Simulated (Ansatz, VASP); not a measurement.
**V in VASP and in Ansatz**

```xyz
2
Lattice="2.5384 0.0000 0.0000 -1.2692 2.1983 0.0000 0.0000 0.0000 4.6248" Properties=species:S:1:pos:R:3 pbc="T T T"
V     0.0000    1.4655    1.1562
V     1.2692    0.7328    3.4686
```

Alike in both runs: task single point; functional LDA; k mesh 16 × 16 × 8; occupations fermi-dirac, width 0.1 eV; no spin polarisation.

|  | VASP | Ansatz |
| --- | --- | --- |
| version | VASP 6.6.1 | Ansatz 0.2.0 |
| potentials or method | VASP PAW LDA potentials, release 64 (V_sv) | plane waves (420 eV) with PAW, scalar-relativistic |
| plane-wave cutoff (eV) | 520 | 420 |
| valence electrons in the cell | 26 | 26 |

|  | VASP | Ansatz | Ansatz less VASP |
| --- | --- | --- | --- |
| pressure (GPa) | 0.5 | 0.0 | -0.49 |

Ansatz warned: «pseudo_functional_mismatch».
